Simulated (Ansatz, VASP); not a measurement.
**Two plane-wave programs on LiF (Griceite)**

Contents of POSCAR:

```
LiF
1.0
    0.0000000000      1.9541461445      1.9541461445
    1.9541461445      0.0000000000      1.9541461445
    1.9541461445      1.9541461445      0.0000000000
Li F
1 1
Direct
    0.0000000000      0.0000000000      0.0000000000
    0.5000000000      0.5000000000      0.5000000000
```

INCAR.step1

```
SYSTEM = LiF
ALGO = Normal
EDIFF = 1E-4
ENCUT = 520
GGA = PE
ISMEAR = 0
LASPH = .True.
LCHARG = .False.
LREAL = .False.
LWAVE = .True.
NBANDS = 12
NELM = 60
PREC = Accurate
SIGMA = 0.01
```

File INCAR.step2:

```
SYSTEM = LiF
ALGO = Normal
EDIFF = 1E-7
ENCUT = 520
ISIF = 2
ISMEAR = 0
ISTART = 1
LASPH = .True.
LCHARG = .False.
LMIXTAU = .True.
LREAL = .False.
LWAVE = .False.
METAGGA = R2SCAN
NBANDS = 12
NELM = 60
PREC = Accurate
SIGMA = 0.01
```

The input KPOINTS:

```
k-points
0
Gamma
  10 10 10
  0 0 0
```

Input for Ansatz:

```yaml
crystal:
  lattice:
    - [0.0, 1.9541461445, 1.9541461445]
    - [1.9541461445, 0.0, 1.9541461445]
    - [1.9541461445, 1.9541461445, 0.0]
  atoms:
    - { symbol: Li, position: [0.0, 0.0, 0.0] }
    - { symbol: F, position: [0.5, 0.5, 0.5] }
kpoints:
  mp_grid: { grid: [10, 10, 10] }
hamiltonian:
  xc: r2scan
scf:
  occupations: { method: fixed }
  n_extra_bands: 4
output:
  forces: true
  stress: true
  eigenvalues: true
```

Alike in both runs: task single point; functional r2SCAN; k mesh 10 × 10 × 10; no spin polarisation.

|  | VASP | Ansatz |
| --- | --- | --- |
| version | VASP 6.6.1 | Ansatz 0.2.0 |
| potentials or method | VASP PAW PBE potentials, release 64 (Li_sv, F) | plane waves, PAW |
| plane-wave cutoff (eV) | 520 | 500 |
| occupations | gaussian, width 0.01 eV | fixed |
| valence electrons in the cell | 10 | 10 |

VASP gave:

```
gap on the k mesh at the Fermi level (eV) : 11.18
```

Question: Estimate Ansatz's values.

Answer: gap on the k mesh at the Fermi level (eV): 10.95.

 A k mesh can miss the band edges. r2SCAN opens gaps a little over a GGA but as a rule still falls short of measured ones.
